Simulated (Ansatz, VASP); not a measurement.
**TiTe2 in VASP and in Ansatz**

```xyz
3
Lattice="3.7249 0.0000 0.0000 -1.8625 3.2259 0.0000 0.0000 0.0000 6.4737" Properties=species:S:1:pos:R:3 pbc="T T T"
Ti    0.0000    0.0000    0.0000
Te    1.8625    1.0753    1.7290
Te    0.0000    2.1506    4.7446
```

Alike in both runs: functional PBE; dispersion D3(BJ); k mesh 15 × 15 × 8; occupations gaussian, width 0.1 eV; no spin polarisation.

Ansatz relaxed the structure, and its values are those at the end. VASP's run is a single point on that final structure, the one shown.

|  | VASP | Ansatz |
| --- | --- | --- |
| version | VASP 6.6.1 | Ansatz 0.2.0 |
| potentials or method | VASP PAW PBE potentials, release 64 (Ti_sv, Te) | scalar-relativistic, plane waves, PAW |
| plane-wave cutoff (eV) | 520 | 420 |
| valence electrons in the cell | 24 | 44 |

Ansatz gave:

| Property | Result |
| --- | --- |
| gap on the k mesh at the Fermi level (eV) | none |
| pressure (GPa) | -1.1 |
| rms of the force components (eV/Å) | 0.003 |

**Question.** Estimate VASP's values.

**Answer.** gap on the k mesh at the Fermi level (eV): none; pressure (GPa): -1.1; rms of the force components (eV/Å): 0.002.

A gap of «none» marks a metal or a gap that the smearing closes. The two sets of potentials don't hold the same shells in valence.

Spin-orbit coupling is left out, which matters for the levels of Te.
